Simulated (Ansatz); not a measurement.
# CHF3 (trifluoromethane) at PBE-QIDH/def2-SVPD

What is the electronic atomisation energy of CHF3 (trifluoromethane) at PBE-QIDH/def2-SVPD? 

The calculation is run with Ansatz 0.2.0.

51 further runs of the same task are left out: 51 set aside as unsound or not needed.

**1. The structure to begin with**

CHF3: 5 atoms, total charge 0, spin state singlet. As SMILES, `FC(F)F`. The shape is that of a PBE0-D4/def2-TZVP optimisation.

Bond lengths: F1–C2 1.331 Å, C2–F3 1.331 Å, C2–F4 1.331 Å, C2–H5 1.093 Å. Angles: F1–C2–F3 108.5°, F1–C2–F4 108.5°, F3–C2–F4 108.5°, F1–C2–H5 110.4°, F3–C2–H5 110.4°, F4–C2–H5 110.4°.

**2. The energy at PBE-QIDH/def2-SVPD**

job.yaml reads:

```yaml
crystal:
  periodic: [false, false, false]
  atoms:
    - {symbol: F, position_ang: [-0.668650, -0.329700, 1.079190]}
    - {symbol: C, position_ang: [0.019500, 0.056360, 0.006820]}
    - {symbol: F, position_ang: [1.047350, -0.773770, -0.157470]}
    - {symbol: F, position_ang: [-0.772570, -0.035090, -1.059420]}
    - {symbol: H, position_ang: [0.374370, 1.082210, 0.130870]}
basis:
  gaussian:
    orbitals: def2-SVPD
correlation:
  frozen_orbitals: {C: 1, F: 1, H: 0}
accuracy: high
hamiltonian:
  xc: {name: PBE-QIDH}
output: {orbitals: {seedname: orbitals}}
total_charge: 0
```

Command:

```console
$ ansatz run job.yaml --threads 1 --pin off --max-ram 3480MiB --events-out events.jsonl --progress --plain --runs-dir runs
```

The log of the run:

```text
Warning: RAYON_NUM_THREADS=1 ignored (pool sized by the plan → 1); use --threads N
Functional definition: PBE-QIDH
  name "PBE-QIDH"
  parameter a = 3^(-1/3)
  parameter c = 1/3
  exchange = (1 - a)*pbe_x + a*exact_x
  correlation = (1 - c)*pbe_c + c*(mp2_os + mp2_ss)
1953 factors; integrals over basis functions are off by at most 3.5e-9 eV
mean field evaluation 1: about -9176.0237 eV, gradient 3.7e1 eV
mean field evaluation 2: about -9176.0247 eV, gradient 3.7e1 eV
mean field evaluation 4: about -9178.2599 eV, gradient 1.8e0 eV
mean field evaluation 8: about -9178.2697 eV, gradient 1.6e-2 eV
mean field evaluation 16: about -9178.2697 eV, gradient 9.9e-7 eV
mean field -9178.26974591 eV, -337.2951919074 hartree, gradient 3.5e-8 eV, S^2 0.000000; 0 other end points of the search recorded, 0 dependent functions left out
4 core orbitals not correlated: weight in the atoms' cores, before any rotation towards them, 1.000 or more for the frozen orbitals, at most 0.000 for the correlated occupied ones
reference -9178.26974692 eV, -337.2951919446 hartree; 13, 13 occupied and 80, 80 virtual orbitals, 1953 factors
second order -21.83021106 eV of doubles, -0.00000000 eV of singles
Total energy: -9185.54648394 eV, -337.5626070977 hartree
```

Wall time 6.3 s (1 thread of Arm Neoverse V2, shared host); peak memory 0.28 GiB.

**3. The C atom**

in.yaml reads:

```yaml
crystal:
  periodic: [false, false, false]
  atoms:
    - {symbol: C, position_ang: [0.000000, 0.000000, 0.000000]}
basis:
  gaussian:
    orbitals: def2-SVPD
hamiltonian:
  xc: {name: PBE-QIDH}
correlation:
  frozen_orbitals: {C: 1}
magnetization:
  spin_polarized: true
  initial_magnetization: 2
accuracy: high
```

Run the same way, it converges to -37.75078 Eh (log not shown).

**4. The F atom, same level**

input.yaml reads:

```yaml
crystal:
  periodic: [false, false, false]
  atoms:
    - symbol: F
      position_ang: [0.000000, 0.000000, 0.000000]
basis:
  gaussian: {orbitals: def2-SVPD}
magnetization: {spin_polarized: true, initial_magnetization: 1}
accuracy: high
hamiltonian: {xc: {name: PBE-QIDH}}
correlation: {frozen_orbitals: {F: 1}}
```

Run the same way, it converges to -99.52818 Eh (log not shown).

**5. The H atom, same level**

job.yaml reads:

```yaml
crystal:
  periodic: [false, false, false]
  atoms:
    - {symbol: H, position_ang: [0.000000, 0.000000, 0.000000]}
basis:
  gaussian: {orbitals: def2-SVPD}
magnetization: {spin_polarized: true, initial_magnetization: 1}
correlation: {frozen_orbitals: {H: 0}}
hamiltonian: {xc: {name: PBE-QIDH}}
accuracy: high
```

Command:

```console
$ ansatz run job.yaml --threads 1 --pin off --max-ram 3480MiB --events-out events.jsonl --progress --plain --runs-dir runs
```

The log of the run, shortened:

```text
Warning: RAYON_NUM_THREADS=1 ignored (pool sized by the plan → 1); use --threads N
[... 6 set-up lines as earlier in the session ...]
33 factors; integrals over basis functions are off by at most 2.1e-9 eV
mean field evaluation 1: about -13.6204 eV, gradient 1.2e0 eV
mean field evaluation 2: about -13.6204 eV, gradient 1.2e0 eV
mean field evaluation 4: about -13.6394 eV, gradient 2.8e-4 eV
mean field evaluation 8: about -13.6394 eV, gradient 5.4e-8 eV
mean field -13.63944455 eV, -0.5012403420 hartree, gradient 5.4e-8 eV, S^2 0.750000; 0 other end points of the search recorded, 0 dependent functions left out
reference -13.63944510 eV, -0.5012403623 hartree; 1, 0 occupied and 7, 8 virtual orbitals, 33 factors
second order 0.00000000 eV of doubles, -0.00000000 eV of singles
Total energy: -13.63944510 eV, -0.5012403623 hartree
```

It took 0.1 s on 1 thread of Arm Neoverse V2, shared host.

**6. What came out**

Level: PBE-QIDH/def2-SVPD, 4 core orbitals frozen.

```
                                     quantity          value
                       molecule: total energy  -337.56261 Eh
  molecule: HOMO energy (SCF part's orbitals)      -14.66 eV
  molecule: LUMO energy (SCF part's orbitals)        1.87 eV
molecule: HOMO–LUMO gap (SCF part's orbitals)       16.53 eV
                         C atom: total energy   -37.75078 Eh
                                 C atom: ⟨S²⟩          2.006
                         F atom: total energy   -99.52818 Eh
                                 F atom: ⟨S²⟩          0.753
                         H atom: total energy    -0.50124 Eh
                                 H atom: ⟨S²⟩          0.750
                electronic atomisation energy      19.756 eV
```

In words: Taking the molecule apart into free atoms costs 19.76 eV (1906 kJ/mol), before zero-point energy and without spin-orbit coupling.
